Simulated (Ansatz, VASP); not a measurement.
# Two plane-wave programs on Pd

The input run.py:

```python
from ase.calculators.vasp import Vasp
from ase.dft.bandgap import bandgap
from ase.io import read

atoms = read('Pd.cif', primitive_cell=True, subtrans_included=False)
calc = Vasp(
    directory='calc',
    xc='pbe',
    pp='PBE',
    setups={'base': 'minimal', 'Pd': '_GW'},
    prec='Accurate',
    encut=550,
    ediff=1e-06,
    ismear=0,
    sigma=0.1,
    lreal=False,
    lasph=True,
    nelm=100,
    algo='Normal',
    isif=2,
    lwave=False,
    lcharg=False,
    kpts=[12, 12, 12],
    gamma=True,
)
atoms.calc = calc

print('energy (eV):', atoms.get_potential_energy())
print('free energy (eV):', atoms.get_potential_energy(force_consistent=True))
print('forces (eV/A):')
print(atoms.get_forces())
print('stress (eV/A^3, Voigt):', atoms.get_stress())
print('Fermi level (eV):', calc.get_fermi_level())
gap, top, bottom = bandgap(calc)
print('band gap (eV):', gap, 'from (spin, k, band)', top, 'to', bottom)
```

The input Pd.cif:

```cif
data_Pd
_cell_length_a 3.89300000
_cell_length_b 3.89300000
_cell_length_c 3.89300000
_cell_angle_alpha 90.00000000
_cell_angle_beta 90.00000000
_cell_angle_gamma 90.00000000
_space_group_name_H-M_alt 'Fm-3m'
_space_group_name_Hall '-F 4 2 3'
_space_group_IT_number 225
loop_
_space_group_symop_operation_xyz
'x,y,z'
'-x,-y,-z'
'-y,x,z'
'y,-x,-z'
'-x,-y,z'
'x,y,-z'
'y,-x,z'
'-y,x,-z'
'x,-y,-z'
'-x,y,z'
'-y,-x,-z'
'y,x,z'
'-x,y,-z'
'x,-y,z'
'y,x,-z'
'-y,-x,z'
'z,x,y'
'-z,-x,-y'
'z,-y,x'
'-z,y,-x'
'z,-x,-y'
'-z,x,y'
'z,y,-x'
'-z,-y,x'
'-z,x,-y'
'z,-x,y'
'-z,-y,-x'
'z,y,x'
'-z,-x,y'
'z,x,-y'
'-z,y,x'
'z,-y,-x'
'y,z,x'
'-y,-z,-x'
'x,z,-y'
'-x,-z,y'
'-y,z,-x'
'y,-z,x'
'-x,z,y'
'x,-z,-y'
'-y,-z,x'
'y,z,-x'
'-x,-z,-y'
'x,z,y'
'y,-z,-x'
'-y,z,x'
'x,-z,y'
'-x,z,-y'
'x,y+1/2,z+1/2'
'-x,-y+1/2,-z+1/2'
'-y,x+1/2,z+1/2'
'y,-x+1/2,-z+1/2'
'-x,-y+1/2,z+1/2'
'x,y+1/2,-z+1/2'
'y,-x+1/2,z+1/2'
'-y,x+1/2,-z+1/2'
'x,-y+1/2,-z+1/2'
'-x,y+1/2,z+1/2'
'-y,-x+1/2,-z+1/2'
'y,x+1/2,z+1/2'
[... 40 lines left out ...]
'-x+1/2,-y,z+1/2'
'x+1/2,y,-z+1/2'
'y+1/2,-x,z+1/2'
'-y+1/2,x,-z+1/2'
'x+1/2,-y,-z+1/2'
'-x+1/2,y,z+1/2'
'-y+1/2,-x,-z+1/2'
'y+1/2,x,z+1/2'
'-x+1/2,y,-z+1/2'
'x+1/2,-y,z+1/2'
'y+1/2,x,-z+1/2'
'-y+1/2,-x,z+1/2'
'z+1/2,x,y+1/2'
'-z+1/2,-x,-y+1/2'
'z+1/2,-y,x+1/2'
'-z+1/2,y,-x+1/2'
'z+1/2,-x,-y+1/2'
'-z+1/2,x,y+1/2'
'z+1/2,y,-x+1/2'
'-z+1/2,-y,x+1/2'
'-z+1/2,x,-y+1/2'
'z+1/2,-x,y+1/2'
'-z+1/2,-y,-x+1/2'
'z+1/2,y,x+1/2'
'-z+1/2,-x,y+1/2'
'z+1/2,x,-y+1/2'
'-z+1/2,y,x+1/2'
'z+1/2,-y,-x+1/2'
'y+1/2,z,x+1/2'
'-y+1/2,-z,-x+1/2'
'x+1/2,z,-y+1/2'
'-x+1/2,-z,y+1/2'
'-y+1/2,z,-x+1/2'
'y+1/2,-z,x+1/2'
'-x+1/2,z,y+1/2'
'x+1/2,-z,-y+1/2'
'-y+1/2,-z,x+1/2'
'y+1/2,z,-x+1/2'
'-x+1/2,-z,-y+1/2'
'x+1/2,z,y+1/2'
'y+1/2,-z,-x+1/2'
'-y+1/2,z,x+1/2'
'x+1/2,-z,y+1/2'
'-x+1/2,z,-y+1/2'
'x+1/2,y+1/2,z'
'-x+1/2,-y+1/2,-z'
'-y+1/2,x+1/2,z'
'y+1/2,-x+1/2,-z'
'-x+1/2,-y+1/2,z'
'x+1/2,y+1/2,-z'
'y+1/2,-x+1/2,z'
'-y+1/2,x+1/2,-z'
'x+1/2,-y+1/2,-z'
'-x+1/2,y+1/2,z'
'-y+1/2,-x+1/2,-z'
'y+1/2,x+1/2,z'
'-x+1/2,y+1/2,-z'
'x+1/2,-y+1/2,z'
'y+1/2,x+1/2,-z'
'-y+1/2,-x+1/2,z'
'z+1/2,x+1/2,y'
'-z+1/2,-x+1/2,-y'
'z+1/2,-y+1/2,x'
'-z+1/2,y+1/2,-x'
'z+1/2,-x+1/2,-y'
'-z+1/2,x+1/2,y'
'z+1/2,y+1/2,-x'
'-z+1/2,-y+1/2,x'
'-z+1/2,x+1/2,-y'
'z+1/2,-x+1/2,y'
'-z+1/2,-y+1/2,-x'
'z+1/2,y+1/2,x'
'-z+1/2,-x+1/2,y'
'z+1/2,x+1/2,-y'
'-z+1/2,y+1/2,x'
'z+1/2,-y+1/2,-x'
'y+1/2,z+1/2,x'
'-y+1/2,-z+1/2,-x'
'x+1/2,z+1/2,-y'
'-x+1/2,-z+1/2,y'
'-y+1/2,z+1/2,-x'
'y+1/2,-z+1/2,x'
'-x+1/2,z+1/2,y'
'x+1/2,-z+1/2,-y'
'-y+1/2,-z+1/2,x'
'y+1/2,z+1/2,-x'
'-x+1/2,-z+1/2,-y'
'x+1/2,z+1/2,y'
'y+1/2,-z+1/2,-x'
'-y+1/2,z+1/2,x'
'x+1/2,-z+1/2,y'
'-x+1/2,z+1/2,-y'
loop_
_atom_site_label
_atom_site_type_symbol
_atom_site_symmetry_multiplicity
_atom_site_Wyckoff_symbol
_atom_site_fract_x
_atom_site_fract_y
_atom_site_fract_z
_atom_site_occupancy
Pd1 Pd 4 a 0.0000000000 0.0000000000 0.0000000000 1
```

input.yaml

```yaml
crystal:
  lattice:
    - [0.0, 1.9465, 1.9465]
    - [1.9465, 0.0, 1.9465]
    - [1.9465, 1.9465, 0.0]
  atoms:
    - { symbol: Pd, position: [0.0, 0.0, 0.0] }
hamiltonian:
  xc: pbe
  pseudopotentials: { kind: paw }
kpoints:
  mp_grid: { grid: [12, 12, 12] }
scf:
  occupations: { method: gaussian, width: 0.1 }
output:
  forces: true
  stress: true
  eigenvalues: true
```

Alike in both runs: task single point; functional PBE; k mesh 12 × 12 × 12; occupations gaussian, width 0.1 eV; no spin polarisation.

```csv
,VASP,Ansatz
version,VASP 6.6.1,Ansatz 0.2.0
potentials or method,"VASP PAW PBE potentials, release 64 (Pd_GW)",Ansatz PAW
plane-wave cutoff (eV),550,420
valence electrons in the cell,10,18
```

VASP gave:

- gap on the k mesh at the Fermi level (eV): none
- pressure (GPa): 5.7

Problem. What did Ansatz give for the same quantities?

Solution. gap on the k mesh at the Fermi level (eV): none; pressure (GPa): 6.9.

A gap of «none» marks a metal or a gap that the smearing closes. The functional is the same, so the differences come from potentials, cutoffs and numerics. The two sets of potentials don't hold the same shells in valence.
